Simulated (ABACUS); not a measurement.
# HfN (Fm-3m) in ABACUS: further runs

One crystal, HfN, is run at these levels: PBE; tasks: equation of state.

All numbers are computed with ABACUS 3.10.1; they aren't measurements. Logs are shortened: lines on timing, memory, paths and dates and some standing lists are left out, and cuts for length are marked.

## (1) The crystal as given

The structure is cubic, space group Fm-3m (No. 225). The conventional cell has a = 4.512 Å, b = 4.512 Å, c = 4.512 Å, α = 90.00°, β = 90.00°, γ = 90.00°. Hf (site symmetry m-3m) has 6 N at 2.26 Å as nearest neighbours. Around N (site symmetry m-3m) lie 6 Hf at 2.26 Å.

## (2) Equation of state, PBE, 10.79 Å³/atom (volume scaled by 0.94)

Contents of INPUT:

```
INPUT_PARAMETERS
suffix              HfN
calculation         scf
basis_type          lcao
pseudo_dir          ./
orbital_dir         ./
symmetry            1
dft_functional      pbe
ecutwfc             100
pseudo_rcut         10
nspin               1
nbands              13
ks_solver           genelpa
smearing_method     fd
smearing_sigma      0.00367493
scf_thr             1e-07
scf_nmax            100
mixing_type         broyden
mixing_beta         0.7
cal_force           1
cal_stress          1
out_mul             1
```

Contents of STRU:

```
ATOMIC_SPECIES
Hf 178.4900 Hf.upf
N 14.0070 N.upf

NUMERICAL_ORBITAL
Hf_confined-atom_8au_2s1p1d.orb
N_confined-atom_6au_1s1p.orb

LATTICE_CONSTANT
1.8897261246

LATTICE_VECTORS
0.0000000000 2.2099462613 2.2099462613
2.2099462613 0.0000000000 2.2099462613
2.2099462613 2.2099462613 0.0000000000

ATOMIC_POSITIONS
Direct

Hf
0.0
1
0.0000000000 0.0000000000 0.0000000000 1 1 1

N
0.0
1
0.5000000000 0.5000000000 0.5000000000 1 1 1
```

Contents of KPT:

```
K_POINTS
0
Gamma
10 10 10 0 0 0
```

Potentials or basis: PseudoDojo NC SR 0.4.1 PBE standard, SZ LCAO (the cutoffs set its grid).

Command:

```bash
$ OMP_NUM_THREADS=1 mpirun -np 4 abacus > log
```

running log:

```text
ABACUS v3.10.1

               Atomic-orbital Based Ab-initio Computation at UStc

 ------------------------------------------------------------------------------------

 READING GENERAL INFORMATION
                           global_out_dir = OUT.HfN/
                           global_in_card = INPUT
                               pseudo_dir = ./
                              orbital_dir = ./
                                    DSIZE = 4
                                    GSIZE = 1

 READING UNITCELL INFORMATION
                                    ntype = 2
                  lattice constant (Bohr) = 1.88973
              lattice constant (Angstrom) = 1

 READING ATOM TYPE 1
                               atom label = Hf
                      L=0, number of zeta = 2
                      L=1, number of zeta = 1
                      L=2, number of zeta = 1
             number of atom for this type = 1

 READING ATOM TYPE 2
                               atom label = N
                      L=0, number of zeta = 1
                      L=1, number of zeta = 1
             number of atom for this type = 1

                        TOTAL ATOM NUMBER = 2
DIRECT COORDINATES
    atom                   x                   y                   z     mag                  vx                  vy                  vz
taud_Hf1            0.0000000000        0.0000000000        0.0000000000  0.0000        0.0000000000        0.0000000000        0.0000000000
taud_N1            0.5000000000        0.5000000000        0.5000000000  0.0000        0.0000000000        0.0000000000        0.0000000000

                          Volume (Bohr^3) = 145.671
                             Volume (A^3) = 21.5861

 Lattice vectors: (Cartesian coordinate: in unit of a_0)
                   +0            +2.20995            +2.20995
             +2.20995                  +0            +2.20995
             +2.20995            +2.20995                  +0
 Reciprocal vectors: (Cartesian coordinate: in unit of 2 pi/a_0)
             -0.22625            +0.22625            +0.22625
             +0.22625            -0.22625            +0.22625
             +0.22625            +0.22625            -0.22625
 The esolver type has been set to : ksdft_lcao

                PAO radial cut off (Bohr) = 10

 Read in pseudopotential file is Hf.upf
                     pseudopotential type = NC
          exchange-correlation functional = PBE
                 nonlocal core correction = 1
                        valence electrons = 12
                                     lmax = 3
                           number of zeta = 4
                     number of projectors = 8
                           L of projector = 0
                           L of projector = 0
                           L of projector = 1
                           L of projector = 1
                           L of projector = 2
                           L of projector = 2
                           L of projector = 3
                           L of projector = 3
                PAO radial cut off (Bohr) = 10

 Read in pseudopotential file is N.upf
                     pseudopotential type = NC
          exchange-correlation functional = PBE
                 nonlocal core correction = 1
                        valence electrons = 5
                                     lmax = 1
                           number of zeta = 2
                     number of projectors = 4
                           L of projector = 0
                           L of projector = 0
                           L of projector = 1
                           L of projector = 1
     initial pseudo atomic orbital number = 14

 SETUP THE ELECTRONS NUMBER
            electron number of element Hf = 12
      total electron number of element Hf = 12
             electron number of element N = 5
       total electron number of element N = 5
            AUTOSET number of electrons:  = 17
                           occupied bands = 9
                                   NLOCAL = 14
                                   NBANDS = 13
                                   NBANDS = 13
                                   NLOCAL = 14

%%%%%%%%%%%%%%%%%%%%%%%%%%%%%%%%%%%%%%%%%%%%%%%%%%%%%%%%%%%%%%%%%%%%%%%%%%%%%%%%%%%%%%%%%%%%%%%%%%%%%%%%%%
 Warning: the number of valence electrons in pseudopotential > 4 for Hf: [Xe] 4f14 5d2 6s2
 Pseudopotentials with additional electrons can yield (more) accurate outcomes, but may be less efficient.
 If you're confident that your chosen pseudopotential is appropriate, you can safely ignore this warning.
[... 77 lines left out ...]
                        ROTATION MATRICES = 48
                               nkstot_ibz = 47
K-POINTS REDUCTION ACCORDING TO SYMMETRY
     IBZ    DIRECT_X    DIRECT_Y    DIRECT_Z  WEIGHT  ibz2bz
       1  0.00000000  0.00000000  0.00000000  0.0010       0
       2  0.10000000  0.10000000  0.10000000  0.0080       1
       3  0.20000000  0.20000000  0.20000000  0.0080       2
       4  0.30000000  0.30000000  0.30000000  0.0080       3
       5  0.40000000  0.40000000  0.40000000  0.0080       4
       6  0.50000000  0.50000000  0.50000000  0.0040       5
[... 22 lines left out ...]
      29  0.50000000  0.50000000  0.10000000  0.0240      45
      30 -0.20000000  0.40000000  0.40000000  0.0120      46
[... 17 further k points ...]

                               nkstot now = 47
[... K-POINTS DIRECT COORDINATES: 47 rows ...]

           k-point number in this process = 47
       minimum distributed K point number = 47
[... stars of the k points ...]

[... K-POINTS CARTESIAN COORDINATES: 47 rows ...]

[... K-POINTS DIRECT COORDINATES: 47 rows ...]

 SETUP PLANE WAVES FOR WAVE FUNCTIONS
     energy cutoff for wavefunc (unit:Ry) = 100
              fft grid for wave functions = [ 40, 40, 40 ]
                    number of plane waves = 3383
                         number of sticks = 301

 PARALLEL PW FOR WAVE FUNCTIONS
     PROC   COLUMNS(POT)             PW
        1             75            846
        2             75            846
        3             75            846
        4             76            845
 --------------- sum -------------------
        4            301           3383

 SET NONLOCAL PSEUDOPOTENTIAL PROJECTORS
 SET NONLOCAL PSEUDOPOTENTIAL PROJECTORS
 max number of nonlocal projetors among all species is 8

 -------------------------------------------
 SELF-CONSISTENT
 -------------------------------------------

 SETUP SEARCHING RADIUS FOR PROGRAM TO SEARCH ADJACENT ATOMS
                  longest orb rcut (Bohr) = 8
   longest nonlocal projector rcut (Bohr) = 2.46
                     search radius (Bohr) = 20.9
              searching radius is (Bohr)) = 20.9
         searching radius unit is (Bohr)) = 1.89
                         PeriodicBoundary = 1
                        Radius(unit:lat0) = 11.1
                                   glayer = [ 6, 6, 6 ]
                             glayer_minus = [ 5, 5, 5 ]

Find the coordinate range of the input atom(unit:lat0).
                                  min_tau = [ -22.1, -22.1, -22.1 ]
                                  max_tau = [ 24.3, 24.3, 24.3 ]
                                BoxNumber = [ 11, 11, 11 ]

 SETUP EXTENDED REAL SPACE GRID FOR GRID INTEGRATION
                          real space grid = [ 40, 40, 40 ]
                 big cell numbers in grid = [ 8, 8, 8 ]
             meshcell numbers in big cell = [ 5, 5, 5 ]
                        extended fft grid = [ 14, 14, 14 ]
                dimension of extened grid = [ 37, 37, 37 ]
                            UnitCellTotal = 125
              Atom number in sub-FFT-grid = 2
    Local orbitals number in sub-FFT-grid = 14
                                ParaV.nnr = 9277
                                 init_chg = atomic

 LCAO ALGORITHM --------------- ION=   1  ELEC=   1--------------------------------

 Density error is 0.131151001676
----------------------------------------------------------
     Energy           Rydberg                 eV
----------------------------------------------------------
 E_KohnSham     -133.4673817678      -1815.9168891829
 E_Harris       -133.0207535754      -1809.8402008795
 E_Fermi        1.5108510883         20.5561836309
----------------------------------------------------------
[... 69 lines left out ...]
 Density error is 1.96038237738e-08
----------------------------------------------------------
     Energy           Rydberg                 eV
----------------------------------------------------------
 E_KohnSham     -133.7076011844      -1819.1852420199
 E_KS(sigma->0) -133.7074737072      -1819.1835076029
 E_Harris       -133.7076009763      -1819.1852391874
 E_band         -2.4233770208        -32.9717358858
 E_one_elec     -3.5461881502        -48.2483650231
 E_Hartree      13.4093205596        182.4431659195
 E_xc           -35.1452218541       -478.1752746900
 E_Ewald        -108.4252567852      -1475.2012993922
 E_entropy(-TS) -0.0002549545        -0.0034688342
 E_descf        0.0000000000         0.0000000000
 E_exx          0.0000000000         0.0000000000
 E_Fermi        1.5357315665         20.8946999030
----------------------------------------------------------

 charge density convergence is achieved
 final etot is -1819.185242 eV
 EFERMI = 20.894699903 eV

 STATE ENERGY(eV) AND OCCUPATIONS    NSPIN == 1
 1/47 kpoint (Cartesian) = 0.0000 0.0000 0.0000 (606 pws)
       1       -41.8815     0.00200000
       2       -10.3412     0.00200000
       3       -10.3412     0.00200000
       4       -10.3412     0.00200000
       5        2.53554     0.00200000
       6        17.9990     0.00200000
       7        17.9990     0.00200000
       8        17.9990     0.00200000
       9        20.0224     0.00200000
      10        20.0224     0.00200000
      11        20.0224     0.00200000
      12        22.7017    4.02972e-19
      13        22.7017    4.02972e-19
[... 61 lines left out ...]
 6/47 kpoint (Cartesian) = 0.11312 0.11312 0.11312 (608 pws)
       1       -41.7942     0.00800000
       2       -11.5829     0.00800000
       3       -10.4350     0.00800000
       4       -10.4350     0.00800000
       5        6.09323     0.00800000
       6        10.9797     0.00800000
       7        13.8425     0.00800000
       8        13.8425     0.00800000
       9        24.2515    5.57921e-32
      10        24.4628    8.14055e-34
      11        24.4628    8.14055e-34
      12        30.4343    1.10507e-85
      13        30.4343    1.10507e-85

[... levels at 41 further k points ...]

 correction force for each atom along direction 1 is 1.03988e-14
 correction force for each atom along direction 2 is 2.88728e-16
 correction force for each atom along direction 3 is 6.40932e-17
------------------------------------------------------------------------------------------
 TOTAL-FORCE (eV/Angstrom)
------------------------------------------------------------------------------------------
                       Hf1         0.0000000000         0.0000000000         0.0000000000
                        N1         0.0000000000         0.0000000000         0.0000000000
------------------------------------------------------------------------------------------

----------------------------------------------------------------
 TOTAL-STRESS (KBAR)
----------------------------------------------------------------
       307.4707625935         0.0000000000         0.0000000000
         0.0000000000       307.4707625935         0.0000000000
        -0.0000000000         0.0000000000       307.4707625935
----------------------------------------------------------------
 TOTAL-PRESSURE: 307.470763 KBAR

 --------------------------------------------
 !FINAL_ETOT_IS -1819.1852420199472817 eV
 --------------------------------------------
```

It took 2.6 s on 4 MPI ranks of Intel Xeon at 2.60GHz (Ice Lake), shared host; peak memory 0.4 GiB.

The run converged, but some of its settings lie outside the range that counts as converged, so its numbers aren't taken as properties of the crystal.

Results:

- Free energy: -1819.1852 eV
- Pressure: 30.7 GPa
- Band gap on the k mesh: none (metal or under the smearing width)
- Mulliken charges: Hf +0.79; N -0.79 e

Caveat: the atomic orbitals were generated for these runs and aren't a published set; Mulliken charges move with the basis; the basis of atomic orbitals isn't converged, which shifts pressures, moduli and gaps.

## (3) Equation of state, PBE, 11.02 Å³/atom (volume scaled by 0.96)

INPUT is that of step 2.

Changes to STRU since step 2:

```diff
@@ -12,5 +12,5 @@
 LATTICE_VECTORS
-0.0000000000 2.2099462613 2.2099462613
-2.2099462613 0.0000000000 2.2099462613
-2.2099462613 2.2099462613 0.0000000000
+0.0000000000 2.2255097759 2.2255097759
+2.2255097759 0.0000000000 2.2255097759
+2.2255097759 2.2255097759 0.0000000000
```

KPT is that of step 2.

Potentials or basis: PseudoDojo NC SR 0.4.1 PBE standard, SZ LCAO (the cutoffs set its grid).

Command:

```bash
$ OMP_NUM_THREADS=1 mpirun -np 4 abacus > log
```

It took 2.6 s on 4 MPI ranks of Intel Xeon at 2.60GHz (Ice Lake), shared host; peak memory 0.4 GiB.

The run converged, but some of its settings lie outside the range that counts as converged, so its numbers aren't taken as properties of the crystal.

Results:

- Free energy: -1819.2611 eV
- Pressure: 22.3 GPa
- Band gap on the k mesh: none (metal or under the smearing width)
- Mulliken charges: Hf +0.79; N -0.79 e

Caveat: the atomic orbitals were generated for these runs and aren't a published set; Mulliken charges move with the basis; the basis of atomic orbitals isn't converged, which shifts pressures, moduli and gaps.

## (4) Equation of state, PBE, 11.25 Å³/atom (volume scaled by 0.98)

INPUT is that of step 3.

Changes to STRU since step 3:

```diff
@@ -12,5 +12,5 @@
 LATTICE_VECTORS
-0.0000000000 2.2255097759 2.2255097759
-2.2255097759 0.0000000000 2.2255097759
-2.2255097759 2.2255097759 0.0000000000
+0.0000000000 2.2408586042 2.2408586042
+2.2408586042 0.0000000000 2.2408586042
+2.2408586042 2.2408586042 0.0000000000
```

KPT is that of step 3.

Command:

```bash
$ OMP_NUM_THREADS=1 mpirun -np 4 abacus > log
```

Run time: 2.5 s. Hardware: 4 MPI ranks of Intel Xeon at 2.60GHz (Ice Lake), shared host; peak memory 0.4 GiB.

These settings aren't checked as converged: the numbers below hold their error.

What came out:

| Item | Value |
| --- | --- |
| Free energy | -1819.3140 eV |
| Pressure | 14.7 GPa |
| Band gap on the k mesh | none (metal or under the smearing width) |
| Mulliken charges | Hf +0.79; N -0.79 e |

Caveat: the atomic orbitals were generated for these runs and aren't a published set; Mulliken charges move with the basis; the basis of atomic orbitals isn't converged, which shifts pressures, moduli and gaps.

## (5) Equation of state, PBE, 11.48 Å³/atom

INPUT is that of step 4.

Changes to STRU since step 4:

```diff
@@ -12,5 +12,5 @@
 LATTICE_VECTORS
-0.0000000000 2.2408586042 2.2408586042
-2.2408586042 0.0000000000 2.2408586042
-2.2408586042 2.2408586042 0.0000000000
+0.0000000000 2.2560000000 2.2560000000
+2.2560000000 0.0000000000 2.2560000000
+2.2560000000 2.2560000000 0.0000000000
```

KPT is that of step 4.

Command:

```bash
$ OMP_NUM_THREADS=1 mpirun -np 4 abacus > log
```

Wall time 2.5 s (4 MPI ranks of Intel Xeon at 2.60GHz (Ice Lake), shared host); peak memory 0.4 GiB.

These settings aren't checked as converged: the numbers below hold their error.

What came out:

| Item | Value |
| --- | --- |
| Free energy | -1819.3463 eV |
| Pressure | 7.9 GPa |
| Band gap on the k mesh | none (metal or under the smearing width) |
| Mulliken charges | Hf +0.79; N -0.79 e |

Caveat: the atomic orbitals were generated for these runs and aren't a published set; Mulliken charges move with the basis; the basis of atomic orbitals isn't converged, which shifts pressures, moduli and gaps.

## (6) Equation of state, PBE, 11.71 Å³/atom (volume scaled by 1.02)

INPUT is that of step 5.

Changes to STRU since step 5:

```diff
@@ -12,5 +12,5 @@
 LATTICE_VECTORS
-0.0000000000 2.2560000000 2.2560000000
-2.2560000000 0.0000000000 2.2560000000
-2.2560000000 2.2560000000 0.0000000000
+0.0000000000 2.2709408328 2.2709408328
+2.2709408328 0.0000000000 2.2709408328
+2.2709408328 2.2709408328 0.0000000000
```

KPT is that of step 5.

Potentials or basis: PseudoDojo NC SR 0.4.1 PBE standard, SZ LCAO (the cutoffs set its grid).

Command:

```bash
$ OMP_NUM_THREADS=1 mpirun -np 4 abacus > log
```

Wall time 2.4 s (4 MPI ranks of Intel Xeon at 2.60GHz (Ice Lake), shared host); peak memory 0.4 GiB.

The run converged, but some of its settings lie outside the range that counts as converged, so its numbers aren't taken as properties of the crystal.

What came out:

```yaml
Free_energy: -1819.3599 eV
Pressure: 1.7 GPa
Band_gap_on_the_k_mesh: none (metal or under the smearing width)
Mulliken_charges: Hf +0.79; N -0.79 e
```

Caveat: the atomic orbitals were generated for these runs and aren't a published set; Mulliken charges move with the basis; the basis of atomic orbitals isn't converged, which shifts pressures, moduli and gaps.

## (7) Equation of state, PBE, 11.94 Å³/atom (volume scaled by 1.04)

INPUT is that of step 6.

Changes to STRU since step 6:

```diff
@@ -12,5 +12,5 @@
 LATTICE_VECTORS
-0.0000000000 2.2709408328 2.2709408328
-2.2709408328 0.0000000000 2.2709408328
-2.2709408328 2.2709408328 0.0000000000
+0.0000000000 2.2856876150 2.2856876150
+2.2856876150 0.0000000000 2.2856876150
+2.2856876150 2.2856876150 0.0000000000
```

KPT is that of step 6.

Command:

```bash
$ OMP_NUM_THREADS=1 mpirun -np 4 abacus > log
```

It took 2.3 s on 4 MPI ranks of Intel Xeon at 2.60GHz (Ice Lake), shared host; peak memory 0.4 GiB.

These settings aren't checked as converged: the numbers below hold their error.

What came out:

```
Free energy            : -1819.3568 eV
Pressure               : -3.8 GPa
Band gap on the k mesh : none (metal or under the smearing width)
Mulliken charges       : Hf +0.79; N -0.79 e
```

Caveat: the atomic orbitals were generated for these runs and aren't a published set; Mulliken charges move with the basis; the basis of atomic orbitals isn't converged, which shifts pressures, moduli and gaps.

## (8) Equation of state, PBE, 12.17 Å³/atom (volume scaled by 1.06)

INPUT is that of step 7.

Changes to STRU since step 7:

```diff
@@ -12,5 +12,5 @@
 LATTICE_VECTORS
-0.0000000000 2.2856876150 2.2856876150
-2.2856876150 0.0000000000 2.2856876150
-2.2856876150 2.2856876150 0.0000000000
+0.0000000000 2.3002465274 2.3002465274
+2.3002465274 0.0000000000 2.3002465274
+2.3002465274 2.3002465274 0.0000000000
```

KPT is that of step 7.

Command:

```bash
$ OMP_NUM_THREADS=1 mpirun -np 4 abacus > log
```

It took 2.5 s on 4 MPI ranks of Intel Xeon at 2.60GHz (Ice Lake), shared host; peak memory 0.4 GiB.

These settings aren't checked as converged: the numbers below hold their error.

What came out:

| Item | Value |
| --- | --- |
| Free energy | -1819.3385 eV |
| Pressure | -8.8 GPa |
| Band gap on the k mesh | none (metal or under the smearing width) |
| Mulliken charges | Hf +0.79; N -0.79 e |

Caveat: the atomic orbitals were generated for these runs and aren't a published set; Mulliken charges move with the basis; the basis of atomic orbitals isn't converged, which shifts pressures, moduli and gaps.

## (9) Equation of state, PBE

Potentials or basis: PseudoDojo NC SR 0.4.1 PBE standard, SZ LCAO (the cutoffs set its grid).

No new run: the results of the series are fitted here.

These settings aren't checked as converged: the numbers below hold their error.

What came out:

```
Equilibrium volume                      : 11.78 Å³/atom
Bulk modulus                            : 291 GPa
Pressure derivative of the bulk modulus : 4.3
```

Caveat: the atomic orbitals were generated for these runs and aren't a published set; the basis of atomic orbitals isn't converged, which shifts pressures, moduli and gaps.
